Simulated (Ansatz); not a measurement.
Runs of Ansatz 0.2.0 on In. It takes space group Im-3m (No. 229, cubic). Conventional cell: a = 3.765 Å, b = 3.765 Å, c = 3.765 Å, α = 90.00°, β = 90.00°, γ = 90.00°. In (site symmetry m-3m) is surrounded by 8 In at 3.26 Å. This isn't the form of In at room conditions, which is tetragonal.

| level | gap on the mesh (eV) | pressure (GPa) | relaxed volume (Å³/atom) |
| --- | --- | --- | --- |
| BLYP | none | 0.0 | 31.40 |
| RPBE | none | 0.0 | 29.15 |
| revPBE | none | 0.0 | (a) |
| PBEsol | none | 0.0 | (b) |
| LDA | none | 0.0 | 24.81 |

Alike in all rows: task relaxation of cell and atoms; potentials or basis Ansatz PAW; no spin polarisation; cell relaxed; k mesh 10 × 10 × 10; cutoff (eV) 420; smearing fermi-dirac 0.05 eV.

Task: Fill in the values left out.

Result: (a) 28.76; (b) 25.76.

Caveats: the plane-wave basis is chosen anew once the cell has moved, so the energies of steps on either side of that aren't comparable; the PAW data sets come from PBE, with cores solved anew for the run's functional, which leaves a small shift of forces and pressure; the volume moved by over 15 % at a fixed basis, so the end points are rough (some runs).

A k mesh can miss the band edges, and the runs leave out spin-orbit coupling on In.

A gap of «none» marks a metal or a gap under the smearing width.

Runs at the PBE level aren't shown here.
